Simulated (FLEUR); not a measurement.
Crystal: NaH.

```
Na H
1.0
     0.00000    2.44000    2.44000
     2.44000    0.00000    2.44000
     2.44000    2.44000    0.00000
Na H
1 1
Direct
  0.00000 0.00000 0.00000
  0.50000 0.50000 0.50000
```

| Item | Value |
| --- | --- |
| Program | FLEUR MaX-R8.1 (later development tree) |
| Task | single point |
| Functional | PBE |
| Potentials or basis | all-electron |
| Basis | FLAPW |
| Kmax | 4.1 1/bohr |
| k mesh | 9 × 9 × 9 |
| Occupations | fermi-dirac, width 0.05 eV |
| Spin | no spin polarisation |
| Gmax | 12.7 1/bohr |
| Muffin-tin radii | Na 2.48, H 1.66 bohr |
| lmax | Na 10, H 8 |
| Local orbitals a species | Na 5, H 2 |
| Max iterations | 60 |
| Mixing factor | 0.05 |
| Mixer | Anderson |
| Mixer history | 15 |
| Density convergence | 1e-05 me/bohr^3 |

On this cell: largest force zero by symmetry; band gap on the k mesh 4.01 eV, indirect (least direct gap 4.70 eV).

The same run follows on a disturbed copy (atoms moved at random, drawn with an rms of 0.05 Å):

```
Na H
1.0
     0.00000    2.44000    2.44000
     2.44000    0.00000    2.44000
     2.44000    2.44000    0.00000
Na H
1 1
Cartesian
  0.0180 -0.0161 -0.0274
  2.4480 2.4532 2.4375
```

What changes?

The energy moves by +0.3 meV/atom; largest force 0.031 eV/Å; band gap on the k mesh 4.01 eV, indirect (least direct gap 4.70 eV).

Forces on the atoms (eV/Å):
```
Na  -0.008  0.023  0.019
H    0.008 -0.023 -0.019
```

Caveats: an odd mesh through Γ misses points on the zone boundary, where band edges often lie.
